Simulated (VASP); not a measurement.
TiPt3, 4 atoms in the cell. The structure is cubic, space group Pm-3m (No. 221). The conventional cell has a = 3.897 Å, b = 3.897 Å, c = 3.897 Å, α = 90.00°, β = 90.00°, γ = 90.00°. Ti (site symmetry m-3m) is surrounded by 12 Pt at 2.76 Å. Around Pt (site symmetry 4/mmm) lie 4 Ti at 2.76 Å and 8 Pt at 2.76 Å. 

* Program: VASP 6.6.1
* Task: electric field gradients
* Functional: PBE
* Potentials or basis: VASP PAW PBE potentials, release 64 (Ti_sv, Pt)
* Cutoff: 520 eV
* k mesh: 9 × 9 × 9
* Occupations: fermi-dirac, width 0.05 eV
* Spin: no spin polarisation
* Dipole correction: no
* Further INCAR settings: ALGO = Normal; EDIFF = 1e-08; NBANDS = 29

Potentials or basis: VASP PAW PBE potentials, release 64 (Ti_sv, Pt).

Run with:

```sh
$ cat potpaw_PBE.64/Ti_sv/POTCAR potpaw_PBE.64/Pt/POTCAR > POTCAR
$ mpirun -np 1 vasp_std > vasp.out
```

Hardware: 1 thread of Intel(R) Xeon(R) Platinum 8488C (Sapphire Rapids), with other jobs on the host.

Estimate the wall time of this run.

It took 66 s on 1 thread of Intel(R) Xeon(R) Platinum 8488C (Sapphire Rapids), with other jobs on the host, peak memory 0.2 GiB. Counts: scf iterations 18, k points 35.
